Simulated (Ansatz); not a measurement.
Starting cell, NaBr (rock salt):

```yaml
crystal:
  lattice:
    - [0.00000, 6.03598, 6.03598]
    - [3.01799, 0.00000, 3.01799]
    - [3.01799, 3.01799, 0.00000]
  atoms:
    - { symbol: Br, position: [0.00000, 0.00000, 0.00000] }
    - { symbol: Br, position: [0.50000, 0.00000, 0.00000] }
    - { symbol: Na, position: [0.25000, 0.50000, 0.50000] }
    - { symbol: Na, position: [0.75000, 0.50000, 0.50000] }
```

A phonon eigenvector at L = (0.5, 0.0, 0.0) is frozen into this cell: atom i moves by Q times the vector below, so Q is the largest atomic displacement, in Å. The cell is held. It is one choice among 2 degenerate patterns. (q is in reciprocal vectors of the primitive cell; the cell shown is doubled to hold the pattern.)

```tsv
atom	x	y	z
Br1	0.285	-0.520	0.805
Br2	-0.285	0.520	-0.805
```

Atoms not listed stay in place.

Computed with PBE (plane waves to 420 eV, PAW, scalar-relativistic; Ansatz, a first-principles code). k mesh 5×10×10 (Γ-centred), Fermi-Dirac smearing 0.05 eV. Energies are smeared free energies. NaBr was relaxed with its symmetry unable to fall. The zero of ΔE is the undisplaced structure.

```tsv
Q (Å)	ΔE (meV/cell)
-0.180	40.9
-0.150	28.3
-0.120	18.1
-0.090	withheld
-0.060	4.5
-0.030	1.1
0.000	0.0
0.030	1.1
0.060	4.5
0.090	withheld
0.120	18.1
0.150	28.3
0.180	40.9
```

Question: Fit an even polynomial form (powers 2, 4) to the given rows and predict ΔE at Q = 0.090.

Answer: Least squares on the 11 given rows: ΔE = (1250)·Q² + (369.4)·Q⁴, in meV/cell with Q in Å; root-mean-square residual 0.02 meV/cell. At 0.090 the fit gives 10.1 meV/cell; the calculation gives 10.1 meV/cell, the same to the digits shown. The quadratic term alone would give 10.1 meV/cell.

(For displaced atoms, the force is minus the slope of the energy, and its curvature is a force constant, which sets phonon frequencies.)
